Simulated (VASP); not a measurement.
# Sb in VASP: notebook

The runs below take Sb through single point, with PBE+D3(BJ).

Program: VASP 6.6.1. These are calculated values, not measurements. Logs are shortened: lines on timing, memory, paths and dates and some standing lists are left out, and cuts for length are marked.

## Step 1: The sheet as given

The cell holds a sheet with vacuum, 2 atoms: a = 4.069 Å, b = 4.069 Å, c = 27.100 Å, α = 90.00°, β = 90.00°, γ = 120.00°.

The cell was built by a generator and needn't be a form met in nature.

## Step 2: Single point, PBE+D3(BJ)

The input, INCAR:

```
  ALGO = Fast
  DIPOL = 0.5 0.5 0.289
  EDIFF = 1E-6
  ENCUT = 520
  GGA = PE
  IDIPOL = 3
  ISIF = 2
  ISMEAR = 0
  IVDW = 12
  LASPH = True
  LCHARG = False
  LDIPOL = True
  LREAL = False
  LWAVE = False
  NBANDS = 12
  NELM = 100
  PREC = Accurate
  SIGMA = 0.03
```

The input, KPOINTS:

```
k-points
0
Gamma
  12 12 1
```

The input, POSCAR:

```
Sb
1.0
    4.0685005362      0.0000000000      0.0000000000
   -2.0342502681      3.5234248197      0.0000000000
    0.0000000000      0.0000000000     27.1000000030
Sb
2
Direct
    0.3333333333      0.6666666667      0.2583030261
    0.6666666667      0.3333333333      0.3191877488
```

Potentials or basis: VASP PAW PBE potentials, release 64 (Sb).

The run is started by

```
$ cat potpaw_PBE.64/Sb/POTCAR > POTCAR
$ mpirun -np 1 vasp_std > vasp.out
```

OUTCAR:

```text
EDIFF = 1E-6
   ENCUT = 520
   GGA = PE
   ISIF = 2
   ISMEAR = 0
   IVDW = 12
   LASPH = True
   LREAL = False
   NELM = 100
   PREC = Accurate
 IVDW          = 12

 ion  position               nearest neighbor table
   1  0.333  0.667  0.258-   2 2.87   2 2.87   2 2.87
   2  0.667  0.333  0.319-   1 2.87   1 2.87   1 2.87

  LATTYP: Found a hexagonal cell.
 ALAT       =     4.0685005362
 C/A-ratio  =     6.6609306701

  Lattice vectors:

 A1 = (   4.0685005362,   0.0000000000,   0.0000000000)
 A2 = (  -2.0342502681,   3.5234248197,   0.0000000000)
 A3 = (   0.0000000000,   0.0000000000,  27.1000000030)

Analysis of symmetry for initial positions (statically):
=====================================================================
 Subroutine PRICEL returns:
 Original cell was already a primitive cell.

 Routine SETGRP: Setting up the symmetry group for a
 hexagonal supercell.

 Subroutine GETGRP returns: Found 12 space group operations
 (whereof  6 operations were pure point group operations)
 out of a pool of 24 trial point group operations.

The static configuration has the point symmetry C_3v.
 The point group associated with its full space group is D_3d.

Analysis of symmetry for dynamics (positions and initial velocities):
=====================================================================
 Subroutine PRICEL returns:
 Original cell was already a primitive cell.

 Routine SETGRP: Setting up the symmetry group for a
 hexagonal supercell.

 Subroutine GETGRP returns: Found 12 space group operations
 (whereof  6 operations were pure point group operations)
 out of a pool of 24 trial point group operations.

The dynamic configuration has the point symmetry C_3v.
 The point group associated with its full space group is D_3d.

 Subroutine INISYM returns: Found 12 space group operations
 (whereof  6 operations are pure point group operations),
 and found     1 'primitive' translations

----------------------------------------------------------------------------------------

                                     Primitive cell

  volume of cell :     388.4800

  direct lattice vectors                    reciprocal lattice vectors
     4.068500536  0.000000000  0.000000000     0.245790800  0.141907384  0.000000000
    -2.034250268  3.523424820  0.000000000     0.000000000  0.283814769  0.000000000
     0.000000000  0.000000000 27.100000003     0.000000000  0.000000000  0.036900369

  length of vectors
     4.068500536  4.068500536 27.100000003     0.283814769  0.283814769  0.036900369

  position of ions in fractional coordinates (direct lattice)
     0.333333333  0.666666667  0.258303026
     0.666666667  0.333333333  0.319187749

  ion indices of the primitive-cell ions
   primitive index   ion index
                 1           1
                 2           2

----------------------------------------------------------------------------------------

 KPOINTS: k-points

Automatic generation of k-mesh.
 Grid dimensions read from file:
 generate k-points for:   12   12    1

 Generating k-lattice:

  Cartesian coordinates                     Fractional coordinates (reciprocal lattice)
     0.020482567  0.011825615  0.000000000     0.083333333  0.000000000  0.000000000
     0.000000000  0.023651231  0.000000000     0.000000000  0.083333333  0.000000000
     0.000000000  0.000000000  0.036900369     0.000000000  0.000000000  1.000000000

  Length of vectors
     0.023651231  0.023651231  0.036900369

  Shift w.r.t. Gamma in fractional coordinates (k-lattice)
     0.000000000  0.000000000  0.000000000

 Subroutine IBZKPT returns following result:
 ===========================================

 Found     19 irreducible k-points:

 Following reciprocal coordinates:
            Coordinates               Weight
  0.000000  0.000000  0.000000      1.000000
  0.083333 -0.000000  0.000000      6.000000
  0.166667 -0.000000  0.000000      6.000000
  0.250000 -0.000000  0.000000      6.000000
  0.333333 -0.000000  0.000000      6.000000
  0.416667 -0.000000  0.000000      6.000000
[... 11 lines left out ...]
  0.333333  0.250000  0.000000     12.000000
  0.333333  0.333333  0.000000      2.000000
   k-points           NKPTS =     19   k-points in BZ     NKDIM =     19   number of bands    NBANDS=     12
   number of dos      NEDOS =    301   number of ions     NIONS =      2
   total plane-waves  NPLWV = 189000
   dimension x,y,z NGX =    30 NGY =   30 NGZ =  210
   dimension x,y,z NGXF=    60 NGYF=   60 NGZF=  420
   ions per type =               2
   NGX,Y,Z   is equivalent  to a cutoff of  12.26, 12.26, 12.88 a.u.
   NGXF,Y,Z  is equivalent  to a cutoff of  24.52, 24.52, 25.77 a.u.
 SYSTEM =  unknown system
   PREC   = accura    normal or accurate (medium, high low for compatibility)
   ISTART =      0    job   : 0-new  1-cont  2-samecut
   ICHARG =      2    charge: 1-file 2-atom 10-const
   ISPIN  =      1    spin polarized calculation?
   LNONCOLLINEAR =      F non collinear calculations
   LSORBIT =      F    spin-orbit coupling
   LASPH  =      T    aspherical Exc in radial PAW
   ENCUT  =  520.0 eV  38.22 Ry    6.18 a.u.   7.56  7.56 50.39*2*pi/ulx,y,z
   NELM   =    100;   NELMIN=  2; NELMDL= -5     # of ELM steps
   EDIFF  = 0.1E-05   stopping-criterion for ELM
   LREAL  =      F    real-space projection
   EDIFFG = 0.1E-04   stopping-criterion for IOM
   NSW    =      0    number of steps for IOM
   IBRION =     -1    ionic relax: 0-MD 1-quasi-New 2-CG
   NFREE  =      0    steps in history (QN), initial steepest desc. (CG)
   ISIF   =      2    stress and relaxation
   ISYM   =      2    0-nonsym 1-usesym 2-fastsym
   POTIM  = 0.5000    time-step for ionic-motion
   TEBEG  =    0.0;   TEEND  =   0.0 temperature during run
   PSTRESS=    0.0 pullay stress
   NELECT =      10.0000    total number of electrons
   NUPDOWN=      -1.0000    fix difference up-down
   EMIN   =  10.00;   EMAX   =-10.00  energy-range for DOS
   EFERMI =   0.00;   METHOD = LEGACY
   ISMEAR =     0;   SIGMA  =   0.03  broadening in eV -4-tet -1-fermi 0-gaus
   EFERMI_NEDOS =   21; number of points for ismear=-14 and -15
   IALGO  =     68    algorithm
   IMIX   =      4    mixing-type and parameters
     AMIX     =   0.40;   BMIX     =  1.00
     AMIX_MAG =   1.60;   BMIX_MAG =  1.00
  volume/ion in A,a.u.               =     194.24      1310.80
  Fermi-wavevector in a.u.,A,eV,Ry     =   0.483376  0.913449  3.179036  0.233653
  Thomas-Fermi vector in A             =   1.482506
   LORBIT       =      0    0 simple, 1 ext, 2 COOP (PROOUT), +10 PAW based schemes
   GGA     = PE    functional components
   LHFCALC =     F    Hartree Fock is set to
   AEXX    =    0.0000 exact exchange contribution
   IVDW    =    12    specifies the selected vdW correction
   LEPSILON=     F    determine dielectric tensor
   LRPA    =     F    only Hartree local field effects (RPA)
 non-spin polarized calculation
 RMM-DIIS sequential band-by-band and
 Gauss-broadening in eV      SIGMA  =   0.03
  energy-cutoff  :      520.00
  volume of cell :      388.48
 maximum number of plane-waves:     10533
   NGX = 15   NGY = 15   NGZ =101

 dipolmoment           0.000000      0.000000     -0.000006 electrons x Angstroem

 number of electron      10.0000000 magnetization

 dipolmoment           0.000000      0.000000      0.000000 electrons x Angstroem

 Free energy of the ion-electron system (eV)
  ---------------------------------------------------
  ext. energy  EPLUGINS =         0.00000000
  ---------------------------------------------------
  free energy    TOTEN  =        -8.10060792 eV

  energy without entropy =       -8.10060792  energy(sigma->0) =       -8.10060792

 E-fermi :  -2.8347     XC(G=0):  -2.0105

 val. band max:       -2.9641841150   @ k =   0.0000   0.0000   0.0000
 cond. band min:      -1.7763861236   @ k =   0.3333  -0.0000   0.0000
 fundamental gap:      1.1877979914
 Fermi energy:        -2.8347107514

 k-point     1 :       0.0000    0.0000    0.0000
  band No.  band energies     occupation
      1     -14.4602      2.00000
      2      -9.3912      2.00000
      3      -3.7290      2.00000
      4      -2.9642      2.00000
      5      -2.9642      2.00000
      6      -1.3269      0.00000
      7      -0.1654      0.00000
      8      -0.1654      0.00000
      9       1.2217      0.00000
     10       1.4941      0.00000
     11       1.9420      0.00000
     12       2.2301      0.00000

 k-point     2 :       0.0833   -0.0000    0.0000
  band No.  band energies     occupation
      1     -14.3839      2.00000
      2      -9.3821      2.00000
      3      -3.7191      2.00000
      4      -3.6916      2.00000
      5      -3.1431      2.00000
      6      -0.8447      0.00000
      7      -0.2475      0.00000
      8       0.0043      0.00000
      9       1.3291      0.00000
     10       1.5795      0.00000
     11       2.0253      0.00000
     12       2.3166      0.00000

 k-point     3 :       0.1667   -0.0000    0.0000
  band No.  band energies     occupation
      1     -14.1573      2.00000
      2      -9.3897      2.00000
      3      -4.8405      2.00000
      4      -3.6131      2.00000
      5      -3.5380      2.00000
      6      -1.2128      0.00000
      7       0.3267      0.00000
      8       0.3601      0.00000
      9       1.5820      0.00000
     10       1.8347      0.00000
     11       2.2676      0.00000
     12       2.5630      0.00000
[... 211 lines left out ...]
 k-point    18 :       0.3333    0.2500    0.0000
  band No.  band energies     occupation
      1     -12.0622      2.00000
      2     -11.0638      2.00000
      3      -6.4706      2.00000
      4      -5.2441      2.00000
      5      -4.5268      2.00000
      6      -1.3991      0.00000
      7       0.1683      0.00000
      8       0.6911      0.00000
      9       3.2754      0.00000
     10       3.7965      0.00000
     11       4.0754      0.00000
     12       4.5154      0.00000

 k-point    19 :       0.3333    0.3333    0.0000
  band No.  band energies     occupation
      1     -11.5503      2.00000
      2     -11.5503      2.00000
      3      -6.6487      2.00000
      4      -4.8764      2.00000
      5      -4.8764      2.00000
      6      -1.6080      0.00000
      7       0.5577      0.00000
      8       0.5577      0.00000
      9       3.5642      0.00000
     10       4.3580      0.00000
     11       4.3580      0.00000
     12       4.8152      0.00000

------------------------ aborting loop because EDIFF is reached ----------------------------------------

 vacuum level on the upper side and lower side of the slab       (xc-potential included)        -0.007        -0.008

 Edisp (eV)   -0.47323

 E8    (eV) :    -0.2355

  FORCE on cell =-STRESS in cart. coord.  units (eV):
  Direction    XX          YY          ZZ          XY          YZ          ZX
  --------------------------------------------------------------------------------------
  -------------------------------------------------------------------------------------
  Total       0.02375     0.02375     0.14619     0.00000    -0.00000     0.00000
  in kB       0.09795     0.09795     0.60292     0.00000    -0.00000     0.00000
  external pressure =        0.27 kB  Pullay stress =        0.00 kB

 VOLUME and BASIS-vectors are now :
 -----------------------------------------------------------------------------
  energy-cutoff  :      520.00
  volume of cell :      388.48
      direct lattice vectors                 reciprocal lattice vectors
     4.068500536  0.000000000  0.000000000     0.245790800  0.141907384  0.000000000
    -2.034250268  3.523424820  0.000000000     0.000000000  0.283814769  0.000000000
     0.000000000  0.000000000 27.100000003     0.000000000  0.000000000  0.036900369

 POSITION                                       TOTAL-FORCE (eV/Angst)
 -----------------------------------------------------------------------------------
     -0.00000      2.34895      7.00001         0.000000     -0.000000     -0.090521
      2.03425      1.17447      8.64999        -0.000000      0.000000      0.090521
 -----------------------------------------------------------------------------------
    total drift:                               -0.000000      0.000000      0.000001

  FREE ENERGIE OF THE ION-ELECTRON SYSTEM (eV)
  ---------------------------------------------------
  free  energy   TOTEN  =        -8.5738398639 eV

  energy  without entropy=       -8.5738398639  energy(sigma->0) =       -8.57383986

 vacuum level on the upper side and lower side of the slab         1.765         1.765
```

Run time: 84 s. Hardware: 1 thread of Intel Xeon 6975P-C (Granite Rapids), shared host; peak memory 0.48 GiB.

What came out:

```yaml
Free_energy: -8.5738 eV
Largest_force: 0.091 eV/Å
Band_gap_on_the_k_mesh: 1.19 eV, indirect (least direct gap 1.64 eV)
Dispersion_energy_per_atom: -0.237 eV
```

Forces in eV/Å, atoms in the order of the input:
```
Sb   0.000  0.000 -0.091
Sb   0.000  0.000  0.091
```

Caveat: spin-orbit coupling is left out, which moves the levels of the heavy elements. As with any semilocal functional, this PBE gap is likely too small.

## Step 3: Single point, PBE+D3(BJ)

This run uses another cell than the first one, of 112.81 Å³/atom, 0.581 times its volume.

The input, INCAR:

```
SYSTEM = Sb
ALGO = Normal
DIPOL = 0.5 0.5 0.500
EDIFF = 1E-7
ENCUT = 520
GGA = PE
IDIPOL = 3
ISIF = 2
ISMEAR = 0
IVDW = 12
LASPH = .True.
LCHARG = .False.
LDIPOL = .True.
LREAL = .False.
LWAVE = .False.
NBANDS = 12
NELM = 100
PREC = Accurate
SIGMA = 0.03
```

The input, KPOINTS:

```
k-points
0
Gamma
  12 12 1
  0 0 0
```

The input, POSCAR:

```
Sb
1.0
    4.0800000000      0.0000000000      0.0000000000
   -2.0400000000      3.5333836474      0.0000000000
    0.0000000000      0.0000000000     15.6500000000
Sb
2
Direct
    0.3333330000      0.6666670000      0.4472843450
    0.6666670000      0.3333330000      0.5527156550
```

Potentials or basis: VASP PAW PBE potentials, release 64 (Sb).

The run is started by

```
$ cat potpaw_PBE.64/Sb/POTCAR > POTCAR
$ mpirun -np 1 vasp_std > vasp.out
```

It took 34 s on 1 thread of Intel Xeon 6975P-C (Granite Rapids), shared host; peak memory 0.32 GiB.

Results (log left out):

```
Free energy                : -8.5758 eV
Largest force              : 0.050 eV/Å
Band gap on the k mesh     : 1.21 eV, indirect (least direct gap 1.62 eV)
Dispersion energy per atom : -0.236 eV
```

Forces in eV/Å, atoms in the order of the input:
```
Sb   0.000  0.000 -0.050
Sb   0.000  0.000  0.050
```

Levels at points of the mesh, in eV from the valence-band top:
```
           k point  band 2  band 3  band 4  band 5  band 6  band 7  band 8  band 9
(0.00, 0.00, 0.00)   -6.40   -0.73    0.00    0.00    1.62    2.79    2.79    4.30
(0.50, 0.00, 0.00)   -7.86   -3.06   -1.60   -1.57    1.59    2.34    3.53    4.98
```

Caveat: spin-orbit coupling is left out, which moves the levels of the heavy elements.
